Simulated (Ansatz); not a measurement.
# Field gradients of InSb from run to run

Cell of run 1: a structure deposited in the COD whose atoms were relaxed with PBE, the cell held.

```yaml
crystal:
  lattice:
    - [5.35700, 0.00000, 0.00000]
    - [0.00000, 5.71200, 0.00000]
    - [0.00000, 0.00000, 3.06300]
  atoms:
    - { symbol: In, position: [0.00000, 0.00000, 0.17224] }
    - { symbol: In, position: [0.50000, 0.50000, 0.82776] }
    - { symbol: Sb, position: [0.50000, 0.00000, 0.71496] }
    - { symbol: Sb, position: [0.00000, 0.50000, 0.28504] }
```

Atoms are numbered from 1 in the order listed; like atoms form one site, named after its first atom.

All runs are DFT with Ansatz 0.2.0 (plane waves and PAW, scalar-relativistic unless spin–orbit coupling is named, Γ-centred meshes, Fermi–Dirac smearing where given) in this cell.

Run 1: PBE, atoms relaxed; 420 eV, 9×8×15 k-points, smearing 0.05 eV.
Run 2: r2SCAN, at the relaxed atoms; 500 eV, 9×8×15 k-points, smearing 0.05 eV.
Run 3: PBE with spin–orbit coupling, at the relaxed atoms; 420 eV, 9×8×15 k-points, smearing 0.05 eV.
Run 4: LDA, at the relaxed atoms; 420 eV, 9×8×15 k-points, smearing 0.05 eV.
Run 5: PBEsol, at the relaxed atoms; 420 eV, 9×8×15 k-points, smearing 0.05 eV.

```json
{"run": "1", "In V_zz (η)": "-5.66 (0.35)", "Sb V_zz (η)": "12.03 (0.95)"}
{"run": "2", "In V_zz (η)": "-6.09 (0.53)", "Sb V_zz (η)": "13.28 (0.94)"}
{"run": "3", "In V_zz (η)": "?", "Sb V_zz (η)": "?"}
{"run": "4", "In V_zz (η)": "-5.71 (0.28)", "Sb V_zz (η)": "11.93 (0.91)"}
{"run": "5", "In V_zz (η)": "-5.59 (0.34)", "Sb V_zz (η)": "11.73 (0.96)"}
```

V_zz in 10²¹ V/m².

Task: Estimate the row of run 3.

Result: In: -5.55 (0.39); Sb: 11.87 (0.97). It lies nearest to run 5, from whose tensors on these sites it differs by 0.15 at most (largest principal value of the difference, on Sb). Taken one at a time, the functional (between the two that differ most) moves the tensors on these sites by up to 1.55 (largest principal value of the change, on Sb), spin–orbit coupling by 0.16 (Sb).

With these PAW files V_zz is typically within 2 to 3 % of all-electron values, but misses above 10 % occur on Sb. In runs 1, 2, 3, 4, 5 there is no gap above 0.1 eV, so the gradients can move by 10 % or more with the k-mesh. The cell isn't the equilibrium one in runs 1, 2, 3, 4, 5 (calculated pressure 14, 12, 14, 8, 10 GPa), and the entry's cell may itself be off.
